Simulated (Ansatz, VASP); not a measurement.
## Ta in VASP and in Ansatz

```
Ta
1.0
     2.94895    0.00000    0.00000
    -1.47448    2.55387    0.00000
     0.00000    0.00000    5.56279
Ta
2
Direct
  0.66667 0.33333 0.75000
  0.33333 0.66667 0.25000
```

Alike in both runs: task single point; functional PBE; k mesh 18 × 18 × 8; occupations gaussian, width 0.1 eV; no spin polarisation.

|  | VASP | Ansatz |
| --- | --- | --- |
| version | VASP 6.6.1 | Ansatz 0.2.0 |
| potentials or method | VASP PAW PBE potentials, release 64 (Ta_pv) | scalar-relativistic, plane waves, PAW |
| plane-wave cutoff (eV) | 520 | 420 |
| valence electrons in the cell | 22 | 26 |

Ansatz gave:

| Property | Result |
| --- | --- |
| gap on the k mesh at the Fermi level (eV) | none |
| pressure (GPa) | -15.8 |
| largest component of the traceless stress (GPa) | 5.07 |

**Question.** Which values does VASP return?

**Answer.** gap on the k mesh at the Fermi level (eV): none; pressure (GPa): -15.8; largest component of the traceless stress (GPa): 5.04.

A gap of «none» marks a metal or a gap that the smearing closes. With one functional, cell and mesh, what is left measures potentials, basis and numerics. The two sets of potentials don't hold the same shells in valence.

Caveats: so large a pressure means that the cell lies far from this level's equilibrium, or that cutoff or potentials fall short (VASP). The runs have no spin-orbit coupling, so splittings on Ta are missing.
